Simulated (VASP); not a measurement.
Set up this calculation in VASP 6.6.1, as the native input.

* Task: relaxation of cell and atoms
* Functional: PBEsol
* Potentials or basis: VASP PAW PBE potentials, release 64 (In_d, P)
* Cutoff: 600 eV
* k mesh: 10 × 10 × 10
* Occupations: gaussian, width 0.02 eV
* Spin: no spin polarisation
* Dipole correction: no
* Further INCAR settings: ALGO = Fast; EDIFF = 1e-06; IBRION = 2; EDIFFG = -0.005; NSW = 100; ISIF = 3

The structure of InP lies in POSCAR:

```
InP
1.0
    0.0000000000     -2.9390910345     -2.9390910345
    2.9390910345      0.0000000000     -2.9390910345
    2.9390910345     -2.9390910345      0.0000000000
In P
1 1
Direct
    0.0000000000      0.0000000000      0.0000000000
    0.7500000000      0.7500000000      0.7500000000
```

These files were run (other wordings do the same):

INCAR

```
SYSTEM = InP
PREC     = Accurate       ! precision mode
ENCUT    = 600            ! plane-wave cutoff, eV
EDIFF    = 1E-6           ! SCF threshold, eV
ISMEAR   = 0              ! smearing method
SIGMA    = 0.02           ! smearing width, eV
LREAL    = .FALSE.        ! projectors in reciprocal space
LASPH    = .TRUE.         ! aspherical terms in the spheres
NELM     = 60             ! most SCF steps
ALGO     = Fast           ! electronic algorithm
ISIF     = 3              ! what is computed and relaxed
LWAVE    = .FALSE.        ! write WAVECAR
LCHARG   = .FALSE.        ! write CHGCAR
GGA      = PS             ! functional
IBRION   = 2              ! ionic algorithm
NSW      = 100            ! ionic steps
EDIFFG   = -0.005         ! ionic threshold
```

KPOINTS

```
Automatic mesh
0
G
  10 10 10
  0 0 0
```

Potentials or basis: VASP PAW PBE potentials, release 64 (In_d, P).

Run with:

```bash
$ cat potpaw_PBE.64/In_d/POTCAR potpaw_PBE.64/P/POTCAR > POTCAR
$ mpirun -np 1 vasp_std > vasp.out
```

It gave:

- Relaxed volume: 25.40 Å³/atom
- Relaxed cell: a = 4.157 Å, b = 4.157 Å, c = 4.157 Å, α = 60.00°, β = 60.00°, γ = 60.00°
- Space group after relaxing (to 0.05 Å): F-43m (No. 216)
- Energy gained by relaxing: 0.0 meV/atom
- Ionic steps: 3
- Pressure after relaxing: 0.0 GPa
- Band gap on the k mesh: 0.57 eV, direct

Caveat: the PAW data sets were made with another functional, which shifts forces and pressure a little; spin-orbit coupling is left out, which moves the levels of the heavy elements.

Wall time 51 s on 1 thread of AMD EPYC 9R45 96-Core Processor (Zen 5) (shared host), peak memory 0.21 GiB.
